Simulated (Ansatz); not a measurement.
The system is Nb.

```
Nb
1.0
     0.00000    2.11500    2.11500
     2.11500    0.00000    2.11500
     2.11500    2.11500    0.00000
Nb
1
Direct
  0.00000 0.00000 0.00000
```

This isn't the form of Nb at room conditions, which is bcc.

Base run:

- Program: Ansatz 0.2.0
- Functional: PBEsol
- Potentials or basis: Ansatz PAW
- Cutoff: 420 eV (not typed: the program's choice for these potentials)
- k mesh: 11 × 11 × 11
- Occupations: fermi-dirac, width 0.05 eV
- Spin: no spin polarisation

Its results: band gap on the k mesh none (metal or under the smearing width); pressure -7.4 GPa.

Q: The run is repeated on the same cell with these changes: functional from PBEsol to PBE. What comes out?

A: Band gap on the k mesh none (metal or under the smearing width); pressure -1.8 GPa.

PBE binds less tightly than PBEsol, so the same cell stands under more pressure.

Caveats: the PAW data sets come from PBE, with cores solved anew for the run's functional, which leaves a small shift of forces and pressure (some runs).
